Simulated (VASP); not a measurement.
# CaSe in VASP: a series of runs, part 2 of 2

VASP 6.6.1. Earlier steps stand in the parts before.

### Step 3. Single point, PBE

File INCAR:

```
ALGO     = Normal         # electronic algorithm
EDIFF    = 1E-6           # SCF threshold, eV
ENCUT    = 520            # plane-wave cutoff, eV
GGA      = PE             # functional
ISIF     = 2              # what is computed and relaxed
ISMEAR   = -1             # smearing method
LASPH    = T              # aspherical terms in the spheres
LCHARG   = F              # write CHGCAR
LREAL    = F              # projectors in reciprocal space
LWAVE    = F              # write WAVECAR
NBANDS   = 15             # bands
NELM     = 60             # most SCF steps
PREC     = Accurate       # precision mode
SIGMA    = 0.02           # smearing width, eV
```

File KPOINTS:

```
k-points
0
Gamma
  5 5 5
```

File POSCAR:

```
CaSe
1.0
    0.0000000000      2.9560000000      2.9560000000
    2.9560000000      0.0000000000      2.9560000000
    2.9560000000      2.9560000000      0.0000000000
Ca Se
1 1
Direct
    0.0000000000      0.0000000000      0.0000000000
    0.5000000000      0.5000000000      0.5000000000
```

Potentials or basis: VASP PAW PBE potentials, release 64 (Ca_sv, Se).

Run with:

```bash
cat potpaw_PBE.64/Ca_sv/POTCAR potpaw_PBE.64/Se/POTCAR > POTCAR
mpirun -np 1 vasp_std > vasp.out
```

OUTCAR:

```text
EDIFF = 1E-6
   ENCUT = 520
   GGA = PE
   ISIF = 2
   ISMEAR = -1
   LASPH = T
   LREAL = F
   NELM = 60
   PREC = Accurate

 ion  position               nearest neighbor table
   1  0.000  0.000  0.000-   2 2.96   2 2.96   2 2.96   2 2.96   2 2.96   2 2.96
   2  0.500  0.500  0.500-   1 2.96   1 2.96   1 2.96   1 2.96   1 2.96   1 2.96

  LATTYP: Found a face centered cubic cell.
 ALAT       =     5.9120000000

  Lattice vectors:

 A1 = (   0.0000000000,   2.9560000000,   2.9560000000)
 A2 = (   2.9560000000,   0.0000000000,   2.9560000000)
 A3 = (   2.9560000000,   2.9560000000,   0.0000000000)

Analysis of symmetry for initial positions (statically):
=====================================================================
 Subroutine PRICEL returns:
 Original cell was already a primitive cell.

 Routine SETGRP: Setting up the symmetry group for a
 face centered cubic supercell.

 Subroutine GETGRP returns: Found 48 space group operations
 (whereof 48 operations were pure point group operations)
 out of a pool of 48 trial point group operations.

The static configuration has the point symmetry O_h .

Analysis of symmetry for dynamics (positions and initial velocities):
=====================================================================
 Subroutine PRICEL returns:
 Original cell was already a primitive cell.

 Routine SETGRP: Setting up the symmetry group for a
 face centered cubic supercell.

 Subroutine GETGRP returns: Found 48 space group operations
 (whereof 48 operations were pure point group operations)
 out of a pool of 48 trial point group operations.

The dynamic configuration has the point symmetry O_h .

 Subroutine INISYM returns: Found 48 space group operations
 (whereof 48 operations are pure point group operations),
 and found     1 'primitive' translations

----------------------------------------------------------------------------------------

                                     Primitive cell

  volume of cell :      51.6587

  direct lattice vectors                    reciprocal lattice vectors
     0.000000000  2.956000000  2.956000000    -0.169147497  0.169147497  0.169147497
     2.956000000  0.000000000  2.956000000     0.169147497 -0.169147497  0.169147497
     2.956000000  2.956000000  0.000000000     0.169147497  0.169147497 -0.169147497

  length of vectors
     4.180415290  4.180415290  4.180415290     0.292972058  0.292972058  0.292972058

  position of ions in fractional coordinates (direct lattice)
     0.000000000  0.000000000  0.000000000
     0.500000000  0.500000000  0.500000000

  ion indices of the primitive-cell ions
   primitive index   ion index
                 1           1
                 2           2

----------------------------------------------------------------------------------------

 KPOINTS: k-points

Automatic generation of k-mesh.
 Grid dimensions read from file:
 generate k-points for:    5    5    5

 Generating k-lattice:

  Cartesian coordinates                     Fractional coordinates (reciprocal lattice)
[... 23 lines left out ...]
 -0.200000  0.200000  0.000000     12.000000
  0.400000  0.400000  0.000000      6.000000
 -0.400000  0.400000  0.000000     12.000000
 -0.400000  0.400000  0.200000     24.000000
   k-points           NKPTS =     10   k-points in BZ     NKDIM =     10   number of bands    NBANDS=     15
   number of dos      NEDOS =    301   number of ions     NIONS =      2
   total plane-waves  NPLWV =  32768
   dimension x,y,z NGX =    32 NGY =   32 NGZ =   32
   dimension x,y,z NGXF=    64 NGYF=   64 NGZF=   64
   ions per type =               1   1
   NGX,Y,Z   is equivalent  to a cutoff of  12.73, 12.73, 12.73 a.u.
   NGXF,Y,Z  is equivalent  to a cutoff of  25.45, 25.45, 25.45 a.u.
 SYSTEM =  unknown system
   PREC   = accura    normal or accurate (medium, high low for compatibility)
   ISTART =      0    job   : 0-new  1-cont  2-samecut
   ICHARG =      2    charge: 1-file 2-atom 10-const
   ISPIN  =      1    spin polarized calculation?
   LNONCOLLINEAR =      F non collinear calculations
   LSORBIT =      F    spin-orbit coupling
   LASPH  =      T    aspherical Exc in radial PAW
   ENCUT  =  520.0 eV  38.22 Ry    6.18 a.u.   7.77  7.77  7.77*2*pi/ulx,y,z
   NELM   =     60;   NELMIN=  2; NELMDL= -5     # of ELM steps
   EDIFF  = 0.1E-05   stopping-criterion for ELM
   LREAL  =      F    real-space projection
   EDIFFG = 0.1E-04   stopping-criterion for IOM
   NSW    =      0    number of steps for IOM
   IBRION =     -1    ionic relax: 0-MD 1-quasi-New 2-CG
   NFREE  =      0    steps in history (QN), initial steepest desc. (CG)
   ISIF   =      2    stress and relaxation
   ISYM   =      2    0-nonsym 1-usesym 2-fastsym
   POTIM  = 0.5000    time-step for ionic-motion
   TEBEG  =    0.0;   TEEND  =   0.0 temperature during run
   PSTRESS=    0.0 pullay stress
   NELECT =      16.0000    total number of electrons
   NUPDOWN=      -1.0000    fix difference up-down
   EMIN   =  10.00;   EMAX   =-10.00  energy-range for DOS
   EFERMI =   0.00;   METHOD = LEGACY
   ISMEAR =    -1;   SIGMA  =   0.02  broadening in eV -4-tet -1-fermi 0-gaus
   EFERMI_NEDOS =   21; number of points for ismear=-14 and -15
   IALGO  =     38    algorithm
   IMIX   =      4    mixing-type and parameters
     AMIX     =   0.40;   BMIX     =  1.00
     AMIX_MAG =   1.60;   BMIX_MAG =  1.00
  volume/ion in A,a.u.               =      25.83       174.30
  Fermi-wavevector in a.u.,A,eV,Ry     =   1.107645  2.093145 16.692666  1.226876
  Thomas-Fermi vector in A             =   2.244161
   LORBIT       =      0    0 simple, 1 ext, 2 COOP (PROOUT), +10 PAW based schemes
   GGA     = PE    functional components
   LHFCALC =     F    Hartree Fock is set to
   AEXX    =    0.0000 exact exchange contribution
   IVDW    =     0    specifies the selected vdW correction
   LEPSILON=     F    determine dielectric tensor
   LRPA    =     F    only Hartree local field effects (RPA)
 non-spin polarized calculation
  energy-cutoff  :      520.00
  volume of cell :       51.66
 maximum number of plane-waves:      1411
   NGX = 15   NGY = 15   NGZ = 15

 number of electron      15.9999998 magnetization

 Free energy of the ion-electron system (eV)
  ---------------------------------------------------
  ext. energy  EPLUGINS =         0.00000000
  ---------------------------------------------------
  free energy    TOTEN  =        -9.47633004 eV

  energy without entropy =       -9.47633004  energy(sigma->0) =       -9.47633004

 E-fermi :   2.8777     XC(G=0):  -9.1612

 val. band max:        2.4610512337   @ k =   0.0000   0.0000   0.0000
 cond. band min:       4.5982575871   @ k =   0.4000   0.4000   0.0000
 fundamental gap:      2.1372063535
 Fermi energy:         2.8776564379

 k-point     1 :       0.0000    0.0000    0.0000
  band No.  band energies     occupation
      1     -37.2871      2.00000
      2     -18.2813      2.00000
      3     -18.2813      2.00000
      4     -18.2813      2.00000
      5      -9.3431      2.00000
      6       2.4611      2.00000
      7       2.4611      2.00000
      8       2.4611      2.00000
      9       5.8104      0.00000
     10       6.1639      0.00000
     11       6.1639      0.00000
     12       6.1639      0.00000
     13       6.7341      0.00000
     14       6.7341      0.00000
[... 149 lines left out ...]
      2     -18.3557      2.00000
      3     -18.3280      2.00000
      4     -18.3088      2.00000
      5      -8.6874      2.00000
      6       0.0199      2.00000
      7       0.7802      2.00000
      8       1.0669      2.00000
      9       6.2905      0.00000
     10       7.4965      0.00000
     11       7.7385      0.00000
     12       8.4062      0.00000
     13       8.6053      0.00000
     14      10.0172      0.00000
     15      11.1511      0.00000

------------------------ aborting loop because EDIFF is reached ----------------------------------------

  FORCE on cell =-STRESS in cart. coord.  units (eV):
  Direction    XX          YY          ZZ          XY          YZ          ZX
  --------------------------------------------------------------------------------------
  -------------------------------------------------------------------------------------
  Total        0.4471202      0.4471202      0.4471202     -0.0000000     -0.0000000      0.0000000
  in kB       13.8672885     13.8672885     13.8672885     -0.0000000     -0.0000000      0.0000000
  external PRESSURE =      13.8672885 kB  Pullay stress =       0.0000000 kB

 VOLUME and BASIS-vectors are now :
 -----------------------------------------------------------------------------
  energy-cutoff  :      520.00
  volume of cell :       51.66
      direct lattice vectors                 reciprocal lattice vectors
     0.000000000  2.956000000  2.956000000    -0.169147497  0.169147497  0.169147497
     2.956000000  0.000000000  2.956000000     0.169147497 -0.169147497  0.169147497
     2.956000000  2.956000000  0.000000000     0.169147497  0.169147497 -0.169147497

 POSITION                                       TOTAL-FORCE (eV/Angst)
 -----------------------------------------------------------------------------------
      0.00000      0.00000      0.00000         0.000000     -0.000000      0.000000
      2.95600      2.95600      2.95600        -0.000000      0.000000     -0.000000
 -----------------------------------------------------------------------------------
    total drift:                                0.000000     -0.000000     -0.000000

  FREE ENERGIE OF THE ION-ELECTRON SYSTEM (eV)
  ---------------------------------------------------
  free  energy   TOTEN  =        -9.4763300361 eV

  energy  without entropy=       -9.4763300361  energy(sigma->0) =       -9.47633004
```

Wall time 8.2 s (1 thread of AMD EPYC 7R13 (Zen 3), shared host); peak memory 0.14 GiB.

What came out:

```yaml
Free_energy: -9.4763 eV
Pressure: 1.4 GPa
Band_gap_on_the_k_mesh: 2.14 eV, indirect (least direct gap 3.02 eV)
```

### Step 4. Single point, PBE (z stretched by +3 % at fixed volume)

File INCAR:

```
SYSTEM = CaSe
ALGO = Normal ; EDIFF = 1E-6
ENCUT = 520 ; GGA = PE
ISIF = 2 ; ISMEAR = -1
LASPH = .TRUE. ; LCHARG = .FALSE.
LREAL = .FALSE. ; LWAVE = .FALSE.
NBANDS = 15 ; NELM = 60
PREC = Accurate ; SIGMA = 0.02
```

File KPOINTS:

```
k-points
0
G
  7 7 7
  0 0 0
```

File POSCAR:

```
CaSe
1.0
    0.0000000000      2.9126333464      3.0446800000
    2.9126333464      0.0000000000      3.0446800000
    2.9126333464      2.9126333464      0.0000000000
Ca Se
1 1
Direct
    0.0000000000      0.0000000000      0.0000000000
    0.5000000000      0.5000000000      0.5000000000
```

Run with:

```bash
cat potpaw_PBE.64/Ca_sv/POTCAR potpaw_PBE.64/Se/POTCAR > POTCAR
mpirun -np 1 vasp_std > vasp.out
```

Wall time 29 s (1 thread of AMD EPYC 7R13 (Zen 3), shared host); peak memory 0.16 GiB.

It converged, with:

```
Free energy            : -9.4602 eV
Pressure               : 1.6 GPa
Band gap on the k mesh : 2.07 eV, indirect (least direct gap 2.89 eV)
```

Stress tensor (GPa, compression positive):
```
 2.93  0.00  0.00
 0.00  2.93  0.00
 0.00  0.00 -1.08
```

Levels at points of the mesh, in eV from the valence-band top:
```
           k point  band 6  band 7  band 8  band 9  band 10  band 11
(0.00, 0.00, 0.00)   -0.02    0.00    0.00    3.25     3.51     3.80
```

 A k mesh can miss the band edges.

### Step 5. Overview

```csv
cell,k mesh,gap on the mesh (eV),pressure (GPa)
"a = 4.180 Å, angles 60.0°, 2 atoms",4 × 4 × 4,2.01,1.5
"a = 4.180 Å, angles 60.0°, 2 atoms",5 × 5 × 5,2.14,1.4
"a = 4.213, b = 4.213, c = 4.119 Å, angles 60.7, 60.7, 58.5°, 2 atoms",7 × 7 × 7,2.07,1.6
```

Alike in all rows: task single point; level PBE; potentials or basis VASP PAW PBE potentials, release 64 (Ca_sv, Se); no spin polarisation; cutoff (eV) 520; smearing fermi-dirac 0.02 eV.

Caveats: some runs use coarse meshes.

Total energies depend on the potentials used, so only differences within one code and one set of settings carry meaning.

### Step 6. Against experiment

Step 3. Measured gap of CaSe: 3.85 eV (indirect; 2 K; a printed reference work, monograph, original work of 1988). This calculation gives 2.14 eV (-1.71 eV). Spin-orbit coupling on Se is left out. The value is that of PBE on a finite k mesh, which can miss the band edges, without temperature or zero-point motion. Semilocal functionals fall short of measured gaps as a rule.
